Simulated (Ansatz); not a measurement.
All numbers below come from DFT PBE, scalar-relativistic, plane waves, PAW (Ansatz 0.2.0). All cells share a 420 eV cutoff and Γ-centred k meshes spaced at most about 0.3 Å⁻¹ (about 0.25 or finer for metals, 2π included). No spin polarisation.

All energies are static (0 K, no zero-point motion).

Compare these two cells of SiW₂, each relaxed at this level.

A.

```xyz
6
Lattice="3.6914 0.0000 0.0000 0.0000 3.6914 0.0000 0.0000 0.0000 6.7605" Properties=species:S:1:pos:R:3 pbc="T T T"
Si    0.0000    1.8457    4.8284
Si    1.8457    0.0000    1.9321
W     0.0000    0.0000    0.0000
W     1.8457    1.8457    0.0000
W     0.0000    1.8457    2.3069
W     1.8457    0.0000    4.4536
```

B.

```xyz
3
Lattice="-1.6058 1.6058 4.3279 1.6058 -1.6058 4.3279 1.6058 1.6058 -4.3279" Properties=species:S:1:pos:R:3 pbc="T T T"
Si    0.0000    0.0000    0.0000
W     0.0000    0.0000    2.9112
W     0.0000    0.0000    5.7447
```

**Question.** Which is lower in energy, and by how much?

**Answer.** B is lower, by 39 meV/atom. A has the Cu2Sb type, space group P4/nmm (No. 129), 15.4 Å³/atom and no gap on its mesh; B has the MoSi2 (C11b) type, space group I4/mmm (No. 139), 14.9 Å³/atom and no gap. Counting Si atoms around W (those within 1.25 times the shortest such distance or 1.15 times the sum of covalent radii; a slash parts the counts of unlike sites), A has W 4/5 and B has W 5. The denser one is the lower, and pressure would at first widen the difference. Even the lower one lies +0.06 eV/atom against the reference forms of the elements (uncorrected), so neither is stable at this level. In A, around Si lie 9 W at 2.52–2.67 Å; W on a site of symmetry -4m2 is surrounded by 4 W at 2.61 Å, 4 Si at 2.67 Å and 4 W at 2.95 Å; W on a site of symmetry 4mm has 5 Si at 2.52–2.64 Å, 4 W at 2.95 Å and 4 W at 3.38 Å. In B, Si has 8 W at 2.68 Å, 2 W at 2.91 Å and 4 Si at 3.21 Å; W has 4 Si at 2.68 Å, 5 W at 2.72–2.83 Å, 1 Si at 2.91 Å and 4 W at 3.21 Å. Origin: A, invented; B, invented, then shaken at random and relaxed again. Shaken at random and relaxed again, A falls into a cell with space group Pmmn (No. 59), 139 meV/atom lower and the lowest form computed, so it is a saddle point or a shallow minimum.

Spin–orbit coupling, which can matter for W, is left out. Cells without such a test can be saddle points. Some types were kept out of the candidates beforehand, so the set may lack a known form.
